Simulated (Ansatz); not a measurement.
Crystal: O.

```xyz
2
Lattice="2.8514 -1.6624 0.0000 2.8514 1.6624 0.0000 -2.3945 0.0000 3.6471" Properties=species:S:1:pos:R:3 pbc="T T T"
O     3.5357    0.0000    3.0797
O    -0.2274    0.0000    0.5674
```

* Program: Ansatz 0.2.0
* Task: relaxation of cell and atoms
* Functional: LDA
* Potentials or basis: Ansatz PAW
* Cutoff: 420 eV (not typed: the program's choice for these potentials)
* k mesh: 10 × 10 × 7
* Occupations: fermi-dirac, width 0.05 eV
* Spin: no spin polarisation

At the start: volume 17.29 Å³/atom.

Task: Where does the relaxation end?

Result: It ends after 39 steps and the volume is 9.35 Å³/atom (-45.9 %); space group C2/m (No. 12, to 0.05 Å).

The path:
```csv
step,energy change (eV),largest force (eV/Å),volume (Å³)
1,0.0000,1.5132,34.58
2,-0.1778,1.5718,31.22
3,-0.3905,0.3296,27.94
4,-0.5461,1.1929,25.07
5,-0.7382,1.7154,22.58
6,-0.9345,0.7049,20.43
7,-1.0719,0.2848,18.37
8,-1.0923,0.1376,18.21
9,-1.0999,0.1625,18.93
10,-1.0972,0.0176,19.39
11,-1.0962,0.0048,19.50
12,-1.0961,0.0013,19.51
13,-1.0960,0.0114,19.52
14,-1.0960,0.0061,19.51
15,-1.0961,0.0000,19.50
16,-1.0784,0.0058,19.50
17,-1.0857,0.0012,18.98
18,-1.0857,0.0046,18.98
19,-1.0856,0.0002,18.98
20,-1.0805,0.0027,18.98
21,-1.0823,0.0017,18.83
22,-1.0827,0.0049,18.78
23,-1.0827,0.0014,18.79
24,-1.0809,0.0026,18.79
25,-1.0814,0.0004,18.74
26,-1.0809,0.0010,18.74
27,-1.0813,0.0006,18.71
28,-1.0811,0.0007,18.71
29,-1.0812,0.0016,18.70
30,-1.0811,0.0016,18.70
31,-1.0811,0.0005,18.70
32,-1.0810,0.0006,18.70
33,-1.0811,0.0011,18.70
34,-1.0810,0.0012,18.70
35,-1.0811,0.0132,18.69
36,-1.0810,0.0002,18.70
37,-1.0810,0.0005,18.70
38,-1.0811,0.0001,18.69
39,-1.0811,0.0006,18.69
```

Final structure:
```cif
data_structure
_symmetry_space_group_name_H-M 'P 1'
_symmetry_Int_Tables_number 1
_cell_length_a 2.3914
_cell_length_b 2.3914
_cell_length_c 4.0465
_cell_angle_alpha 108.204
_cell_angle_beta 108.204
_cell_angle_gamma 60.012
_cell_volume 18.69
loop_
_atom_site_label
_atom_site_type_symbol
_atom_site_fract_x
_atom_site_fract_y
_atom_site_fract_z
_atom_site_occupancy
O1 O 0.94423 0.94423 0.84175 1
O2 O 0.05577 0.05577 0.15825 1
```

Caveat: the volume moved by over 15 % at a fixed basis, so the end points are rough; spin is off for a triplet molecule; the plane-wave basis is chosen anew once the cell has moved, so the energies of steps on either side of that aren't comparable; the pressure holds a Pulay correction of +2.0 GPa for the finite cutoff; the PAW data sets come from PBE, with cores solved anew for the run's functional, which leaves a small shift of forces and pressure.
